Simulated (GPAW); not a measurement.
# Fitting the PBEsol+D3(zero damping) energy curve of CoSi2

The structure is cubic, space group Fm-3m (No. 225). The conventional cell has a = 5.356 Å, b = 5.356 Å, c = 5.356 Å, α = 90.00°, β = 90.00°, γ = 90.00°. Co (site symmetry m-3m) has 8 Si at 2.32 Å as nearest neighbours. Si (site symmetry -43m) has 4 Co at 2.32 Å as nearest neighbours.

The cell was scaled at fixed shape and fractions and run with GPAW, PAW data sets generated for this functional, cutoff 600 eV; PBEsol+D3(zero damping), k mesh 7 × 7 × 7 on the cell of 3 atoms, fermi-dirac occupations of 0.05 eV, collinear spin, ferromagnetic start, no spin-orbit coupling. Energies are those that the program minimises, any entropy of the smearing included. For a metal such a mesh isn't converged to the digits shown. The moments vanished.

```tsv
V (Å³/atom)	energy over the lowest row (meV/atom)
12.0356	5.60
12.2917	0.00
12.5478	1.31
12.8038	?
13.0599	21.79
13.3160	39.64
13.5721	61.85
```

Fit the third-order Birch-Murnaghan form, give V0, B0 and B′, and predict the energy left open.

With y = (V0/V)^(2/3), E = E0 + (9 V0 B0/16) [(y - 1)³ B′ + (y - 1)² (6 - 4y)]. Least squares through the rows shown give V0 = 12.3672 Å³/atom, E0 = -0.30 meV, B0 = 202.1 GPa (1 eV/Å³ = 160.218 GPa) and B′ = 4.65, with a largest miss of 0.01 meV. At V = 12.8038 the form with these constants gives 8.81 meV; the run gave 8.83 meV an atom.
